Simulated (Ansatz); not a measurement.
# Be: from a first guess to the relaxed diamond type

First guess:

```yaml
crystal:
  lattice:
    - [0.00000, 2.50135, 2.50135]
    - [2.50135, 0.00000, 2.50135]
    - [2.50135, 2.50135, 0.00000]
  atoms:
    - { symbol: Be, position: [0.00000, 0.00000, 0.00000] }
    - { symbol: Be, position: [0.25000, 0.25000, 0.25000] }
```

Theory: DFT, PBE, PAW with Ansatz's default frozen-core files, scalar-relativistic in Ansatz 0.2.0.

Cell and atoms relax within the symmetry of the start on a 13×13×13 k mesh with 0.08 eV Fermi–Dirac smearing.

The start is built from a prototype, known or not as a phase of this compound; the cutoff is 420 eV.

Task: What is the pressure of the first guess?

Result: -2.53 GPa.

Task: What does it relax to?

Result: a = 4.897 Å, b = 4.897 Å, c = 4.897 Å, α = 90.00°, β = 90.00°, γ = 90.00° (conventional cell), 14.68 Å³ per atom:
```xyz
2
Lattice="0.0000 2.4485 2.4485 2.4485 0.0000 2.4485 2.4485 2.4485 0.0000" Properties=species:S:1:pos:R:3 pbc="T T T"
Be    0.0000    0.0000    0.0000
Be    1.2242    1.2242    1.2242
```

Task: How much energy does the relaxation release?

Result: 8 meV/atom.
